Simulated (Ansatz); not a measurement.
**Two-dimensional strain map in SrO**

Theory: Ansatz, DFT PBE, scalar-relativistic, plane waves, PAW. The runs took a 420 eV cutoff, a Γ-centred 8×8×8 mesh and Gaussian smearing (0.05 eV). No spin polarisation. Energies are free energies at this smearing, counted from the undisturbed cell; pressure is positive in compression.

The undisturbed cell (relaxed at this level):

```
Sr O
1.0
     0.00000    2.59739    2.59739
     2.59739    0.00000    2.59739
     2.59739    2.59739    0.00000
Sr O
1 1
Direct
  0.00000 0.00000 0.00000
  0.50000 0.50000 0.50000
```

The cell is strained by p along both x and y and by q along z, fractional coordinates fixed. Points are written (p, q).

Energy above the undisturbed cell in meV/atom (a dash: not computed):

| p \ q | -0.080 | -0.040 | 0.000 | 0.040 | 0.080 |
| --- | --- | --- | --- | --- | --- |
| -0.080 | 357.6 | 254.1 | ? | 182.2 | 182.7 |
| -0.040 | 160.3 | 77.0 | ? | 38.7 | 53.0 |
| 0.000 | 80.6 | 16.8 | 0.0 | 11.7 | 39.9 |
| 0.040 | 76.2 | ? | 30.9 | 58.0 | 100.0 |
| 0.080 | ? | 90.4 | 106.6 | 148.6 | 204.2 |

(1) Fill in the withheld energies.

Answers

(1) (-0.080, 0.000): 201.9; (-0.040, 0.000): 42.7; (0.040, -0.040): 30.7; (0.080, -0.080): 118.5.